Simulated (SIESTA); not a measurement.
# SnSe2 in SIESTA: convergence with ElectronicTemperature

The system is SnSe2.

```xyz
3
Lattice="3.8110 0.0000 0.0000 -1.9055 3.3004 0.0000 0.0000 0.0000 6.1360" Properties=species:S:1:pos:R:3 pbc="T T T"
Sn   -0.0040   -0.0133   -0.0115
Se    1.8972    1.1299    4.5987
Se   -0.0040    2.2062    1.5534
```

The cell isn't the ideal one: atoms moved at random, drawn with an rms of 0.05 Å.

```yaml
Program: SIESTA 5.4.2
Task: single point
Functional: PBE
Potentials_or_basis: PseudoDojo 0.4 standard (PBE files)
Basis: DZP (energy shift 0.003 Ry; two zetas on semicore shells)
Grid_cutoff: 500 Ry
Energy_shift: 0.003 Ry
k_mesh: 6 × 6 × 4
Occupations: fermi-dirac, width 0.5 eV
Spin: no spin polarisation
```

These are the settings of the first run; the series varies ElectronicTemperature, with any setting tied to it.

Hardware: 1 thread of Intel(R) Xeon(R) 6975P-C (Granite Rapids) (shared host).

| ElectronicTemperature | energy less the tightest run, at zero smearing (meV/atom) | pressure (GPa) | largest force (eV/Å) | gap on the mesh (eV) | SCF cycles | CPU time (s) | peak memory (GiB) |
| --- | --- | --- | --- | --- | --- | --- | --- |
| 0.5 | 39.86 | 9.07 | 1.430 | 0.805 | 8 | 31 | 0.31 |
| 0.3 | 14.18 | 7.76 | 1.254 | 0.772 | 10 | 33 | 0.32 |
| 0.2 | 4.72 | 7.41 | 1.198 | 0.758 | 10 | 32 | 0.32 |
| 0.1 | 0.37 | 7.27 | 1.171 | 0.750 | 10 | 32 | 0.32 |
| 0.05 | 0.01 | 7.26 | 1.169 | 0.749 | 10 | 33 | 0.32 |
| 0.025 | 0.00 | 7.26 | 1.169 | 0.749 | 10 | 33 | 0.32 |
| 0.01 | 0.00 | 7.26 | 1.169 | 0.749 | 10 | 33 | 0.32 |

Against the tightest run, the energy stays within 1 meV/atom from 0.1 on; the pressure stays within 0.1 GPa from 0.1 on; the largest force stays within 0.005 eV/Å from 0.1 on; the gap on the mesh stays within 0.01 eV from 0.2 on. The tightest run that finished is the yardstick and may itself not be fully converged.

Caveat, for the tightest run too: spin-orbit coupling is left out, which moves the levels of the heavy elements; the basis of atomic orbitals isn't converged, which shifts pressures, moduli and gaps.
